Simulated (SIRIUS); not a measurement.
Wanted: the native input for a SIRIUS 7.12.0 run.

| Quantity | Value |
| --- | --- |
| Task | band structure |
| Functional | LDA |
| Potentials or basis | all-electron FP-LAPW |
| Cutoff | 276 eV |
| Basis | apw+lo standard |
| k mesh | 10 × 10 × 10 |
| Occupations | fermi-dirac, width 0.05 eV |
| Spin | no spin polarisation |
| Muffin tin radii | Mg 2.29, O 1.6 bohr |
| Basis cutoff (gk_cutoff) | 4.5 1/bohr |
| Cutoff of density and potential (pw_cutoff) | 23 1/bohr |
| lmax of the basis | 12 |
| lmax of density and potential | 8 |
| Valence relativity | iora |
| Core states | Mg 1s, O 1s |
| Local orbitals (radial functions) | Mg 12, O 10 |
| Reference energy of the basis | 0.16 Ha |
| Smallest sphere radius times basis cutoff | 7.2 |
| Start of the SCF | LDA density |

MgO:

```xyz
2
Lattice="2.9380 0.0000 0.0000 -1.4690 2.5444 0.0000 0.0000 0.0000 2.6797" Properties=species:S:1:pos:R:3 pbc="T T T"
Mg    0.0000    0.0000    0.0000
O     0.0000    1.6963    1.3398
```

Measurements of this composition are mostly on another form, of space group No. 225.

One way to write it, as run:

sirius.json

```json
{
  "control": {
    "processing_unit": "cpu",
    "std_evp_solver_name": "lapack",
    "gen_evp_solver_name": "lapack",
    "verbosity": 2,
    "print_forces": true,
    "ortho_rf": true,
    "use_second_variation": true,
    "rmt_max": 3.0,
    "num_bands_to_print": 15,
    "save_wf": true
  },
  "parameters": {
    "electronic_structure_method": "full_potential_lapwlo",
    "xc_functionals": ["XC_LDA_X", "XC_LDA_C_PW"],
    "core_relativity": "dirac",
    "valence_relativity": "iora",
    "num_fv_states": 15,
    "smearing": "fermi_dirac",
    "smearing_width": 0.0018374661,
    "pw_cutoff": 23,
    "gk_cutoff": 4.5,
    "lmax_apw": 12,
    "lmax_rho": 8,
    "lmax_pot": 8,
    "num_mag_dims": 0,
    "auto_rmt": 0,
    "ngridk": [10, 10, 10],
    "shiftk": [0, 0, 0],
    "num_dft_iter": 80,
    "energy_tol": 1e-07,
    "density_tol": 1e-05,
    "use_symmetry": true
  },
  "settings": {"tol_ne": 1e-10},
  "iterative_solver": {"type": "exact"},
  "mixer": {"type": "anderson", "beta": 0.5, "max_history": 8},
  "unit_cell": {
    "lattice_vectors": [[5.5520548559, 0.0, 0.0], [-2.7760274279, 4.8082205484, 0.0], [0.0, 0.0, 5.0638613016]],
    "atom_types": ["Mg", "O"],
    "atom_files": {"Mg": "Mg.json", "O": "O.json"},
    "atoms": {"Mg": [[0.0, 0.0, 0.0]], "O": [[0.3333333333, 0.6666666667, 0.5]]}
  }
}
```

Mg.json

```json
{
  "name": "magnesium",
  "symbol": "Mg",
  "number": 12,
  "mass": 24.305,
  "rmin": 1e-06,
  "rmt": 2.29,
  "nrmt": 800,
  "rinf": 17.32,
  "core": "1s",
  "valence": [
    {"basis": [{"enu": -0.04, "dme": 0, "n": 0, "auto": 0}, {"enu": -0.04, "dme": 1, "n": 0, "auto": 0}]},
    {"l": 0, "n": 1, "basis": [{"enu": 0.06, "dme": 0, "n": 0, "auto": 0}]},
    {"l": 1, "n": 2, "basis": [{"enu": 0.06, "dme": 0, "n": 0, "auto": 0}]},
    {"l": 2, "n": 3, "basis": [{"enu": 0.06, "dme": 0, "n": 0, "auto": 0}]},
    {"l": 3, "n": 4, "basis": [{"enu": 0.06, "dme": 0, "n": 0, "auto": 0}]}
  ],
  "lo": [
    {"l": 0, "basis": [{"enu": 0.06, "dme": 0, "n": 0, "auto": 0}, {"enu": 0.06, "dme": 1, "n": 0, "auto": 0}]},
    {
      "l": 0,
      "basis": [{"enu": -2.6761, "dme": 0, "n": 2, "auto": 1}, {"enu": -2.6761, "dme": 1, "n": 2, "auto": 1}]
    },
    {
      "l": 0,
      "basis": [{"enu": -2.6761, "dme": 1, "n": 2, "auto": 1}, {"enu": 0.06, "dme": 0, "n": 0, "auto": 0}]
    },
    {"l": 0, "basis": [{"enu": 0.06, "dme": 0, "n": 0, "auto": 0}, {"enu": 3.111, "dme": 0, "n": 0, "auto": 0}]},
    {"l": 1, "basis": [{"enu": 0.06, "dme": 0, "n": 0, "auto": 0}, {"enu": 0.06, "dme": 1, "n": 0, "auto": 0}]},
    {
      "l": 1,
      "basis": [{"enu": -1.4816, "dme": 0, "n": 2, "auto": 1}, {"enu": -1.4816, "dme": 1, "n": 2, "auto": 1}]
    },
    {
      "l": 1,
      "basis": [{"enu": -1.4816, "dme": 1, "n": 2, "auto": 1}, {"enu": 0.06, "dme": 0, "n": 0, "auto": 0}]
    },
    {"l": 1, "basis": [{"enu": 0.06, "dme": 0, "n": 0, "auto": 0}, {"enu": 3.5687, "dme": 0, "n": 0, "auto": 0}]},
    {"l": 2, "basis": [{"enu": 0.06, "dme": 0, "n": 0, "auto": 0}, {"enu": 0.06, "dme": 1, "n": 0, "auto": 0}]},
    {"l": 2, "basis": [{"enu": 0.06, "dme": 1, "n": 0, "auto": 0}, {"enu": 0.06, "dme": 2, "n": 0, "auto": 0}]},
    {"l": 2, "basis": [{"enu": 0.06, "dme": 0, "n": 0, "auto": 0}, {"enu": 3.0348, "dme": 0, "n": 0, "auto": 0}]},
    {"l": 3, "basis": [{"enu": 0.06, "dme": 0, "n": 0, "auto": 0}, {"enu": 0.06, "dme": 1, "n": 0, "auto": 0}]}
  ],
  "free_atom": [... radial grid and density of the free atom, the start of the SCF ...]
}
```

O.json

```json
{
  "name": "oxygen",
  "symbol": "O",
  "number": 8,
  "mass": 15.9994,
  "rmin": 1e-06,
  "rmt": 1.6,
  "nrmt": 800,
  "rinf": 11.55,
  "core": "1s",
  "valence": [
    {"basis": [{"enu": -0.04, "dme": 0, "n": 0, "auto": 0}, {"enu": -0.04, "dme": 1, "n": 0, "auto": 0}]},
    {"l": 0, "n": 1, "basis": [{"enu": -0.1571, "dme": 0, "n": 0, "auto": 0}]},
    {"l": 1, "n": 2, "basis": [{"enu": 0.06, "dme": 0, "n": 0, "auto": 0}]},
    {"l": 2, "n": 3, "basis": [{"enu": 0.06, "dme": 0, "n": 0, "auto": 0}]},
    {"l": 3, "n": 4, "basis": [{"enu": 0.06, "dme": 0, "n": 0, "auto": 0}]}
  ],
  "lo": [
    {
      "l": 0,
      "basis": [{"enu": -0.1571, "dme": 0, "n": 0, "auto": 0}, {"enu": -0.1571, "dme": 1, "n": 0, "auto": 0}]
    },
    {
      "l": 0,
      "basis": [{"enu": -0.1571, "dme": 1, "n": 0, "auto": 0}, {"enu": -0.1571, "dme": 2, "n": 0, "auto": 0}]
    },
    {
      "l": 0,
      "basis": [{"enu": -0.1571, "dme": 0, "n": 0, "auto": 0}, {"enu": 4.5303, "dme": 0, "n": 0, "auto": 0}]
    },
    {"l": 1, "basis": [{"enu": 0.06, "dme": 0, "n": 0, "auto": 0}, {"enu": 0.06, "dme": 1, "n": 0, "auto": 0}]},
    {"l": 1, "basis": [{"enu": 0.06, "dme": 1, "n": 0, "auto": 0}, {"enu": 0.06, "dme": 2, "n": 0, "auto": 0}]},
    {"l": 1, "basis": [{"enu": 0.06, "dme": 0, "n": 0, "auto": 0}, {"enu": 5.4506, "dme": 0, "n": 0, "auto": 0}]},
    {"l": 2, "basis": [{"enu": 0.06, "dme": 0, "n": 0, "auto": 0}, {"enu": 0.06, "dme": 1, "n": 0, "auto": 0}]},
    {"l": 2, "basis": [{"enu": 0.06, "dme": 1, "n": 0, "auto": 0}, {"enu": 0.06, "dme": 2, "n": 0, "auto": 0}]},
    {"l": 2, "basis": [{"enu": 0.06, "dme": 0, "n": 0, "auto": 0}, {"enu": 6.1537, "dme": 0, "n": 0, "auto": 0}]},
    {"l": 3, "basis": [{"enu": 0.06, "dme": 0, "n": 0, "auto": 0}, {"enu": 0.06, "dme": 1, "n": 0, "auto": 0}]}
  ],
  "free_atom": [... radial grid and density of the free atom, the start of the SCF ...]
}
```

sirius_start.json

```json
{
  "control": {
    "processing_unit": "cpu",
    "std_evp_solver_name": "lapack",
    "gen_evp_solver_name": "lapack",
    "verbosity": 1,
    "print_forces": false,
    "ortho_rf": true,
    "use_second_variation": true,
    "rmt_max": 3.0,
    "num_bands_to_print": 15,
    "save_wf": false
  },
  "parameters": {
    "electronic_structure_method": "full_potential_lapwlo",
    "xc_functionals": ["XC_LDA_X", "XC_LDA_C_PW"],
    "core_relativity": "dirac",
    "valence_relativity": "iora",
    "num_fv_states": 15,
    "smearing": "fermi_dirac",
    "smearing_width": 0.0055123983,
    "pw_cutoff": 23,
    "gk_cutoff": 3.6,
    "lmax_apw": 12,
    "lmax_rho": 8,
    "lmax_pot": 8,
    "num_mag_dims": 0,
    "auto_rmt": 0,
    "ngridk": [4, 4, 4],
    "shiftk": [0, 0, 0],
    "num_dft_iter": 30,
    "energy_tol": 0.01,
    "density_tol": 0.05,
    "use_symmetry": true
  },
  "settings": {"tol_ne": 1e-10},
  "iterative_solver": {"type": "exact"},
  "mixer": {"type": "anderson", "beta": 0.5, "max_history": 8},
  "unit_cell": {
    "lattice_vectors": [[5.5520548559, 0.0, 0.0], [-2.7760274279, 4.8082205484, 0.0], [0.0, 0.0, 5.0638613016]],
    "atom_types": ["Mg", "O"],
    "atom_files": {"Mg": "Mg.json", "O": "O.json"},
    "atoms": {"Mg": [[0.0, 0.0, 0.0]], "O": [[0.3333333333, 0.6666666667, 0.5]]}
  }
}
```

sirius_bands.json

```json
{
  "control": {
    "processing_unit": "cpu",
    "std_evp_solver_name": "lapack",
    "gen_evp_solver_name": "lapack",
    "verbosity": 2,
    "print_forces": true,
    "ortho_rf": true,
    "use_second_variation": true,
    "rmt_max": 3.0,
    "num_bands_to_print": 15,
    "save_wf": true
  },
  "parameters": {
    "electronic_structure_method": "full_potential_lapwlo",
    "xc_functionals": ["XC_LDA_X", "XC_LDA_C_PW"],
    "core_relativity": "dirac",
    "valence_relativity": "iora",
    "num_fv_states": 15,
    "smearing": "fermi_dirac",
    "smearing_width": 0.0018374661,
    "pw_cutoff": 23,
    "gk_cutoff": 4.5,
    "lmax_apw": 12,
    "lmax_rho": 8,
    "lmax_pot": 8,
    "num_mag_dims": 0,
    "auto_rmt": 0,
    "ngridk": [10, 10, 10],
    "shiftk": [0, 0, 0],
    "num_dft_iter": 80,
    "energy_tol": 1e-07,
    "density_tol": 1e-05,
    "use_symmetry": true
  },
  "settings": {"tol_ne": 1e-10},
  "iterative_solver": {"type": "exact"},
  "mixer": {"type": "anderson", "beta": 0.5, "max_history": 8},
  "unit_cell": {
    "lattice_vectors": [[5.5520548559, 0.0, 0.0], [-2.7760274279, 4.8082205484, 0.0], [0.0, 0.0, 5.0638613016]],
    "atom_types": ["Mg", "O"],
    "atom_files": {"Mg": "Mg.json", "O": "O.json"},
    "atoms": {"Mg": [[0.0, 0.0, 0.0]], "O": [[0.3333333333, 0.6666666667, 0.5]]}
  },
  "kpoints_rel": {
    "G": [0.0, 0.0, 0.0],
    "A": [0.0, 0.0, 0.5],
    "H": [0.3333333333, 0.3333333333, 0.5],
    "K": [0.3333333333, 0.3333333333, 0.0],
    "L": [0.5, 0.0, 0.5],
    "M": [0.5, 0.0, 0.0]
  },
  "kpoints_path": ["G", "M", "K", "G", "A", "L", "H", "A"]
}
```

Potentials or basis: all-electron FP-LAPW, apw+lo standard.

Command:

```sh
$ OMP_NUM_THREADS=1 sirius.scf --input=sirius_start.json --output=start.json
$ OMP_NUM_THREADS=1 sirius.scf --input=sirius.json --output=output.json --task=1
$ OMP_NUM_THREADS=1 sirius.scf --input=sirius_bands.json --output=bands_out.json --task=2
```

It gave:

The band gap on the k mesh is 2.95 eV, indirect (least direct gap 3.35 eV), the band gap along the path is 2.95 eV, indirect (least direct gap 3.35 eV) and the all electrons inside the program's atomic spheres are Mg 10.78; O 7.17 (radii Mg 2.29, O 1.6 bohr).

Wall time 86 s on 1 thread of Arm Neoverse V1, with other jobs on the host, peak memory 0.6 GiB.
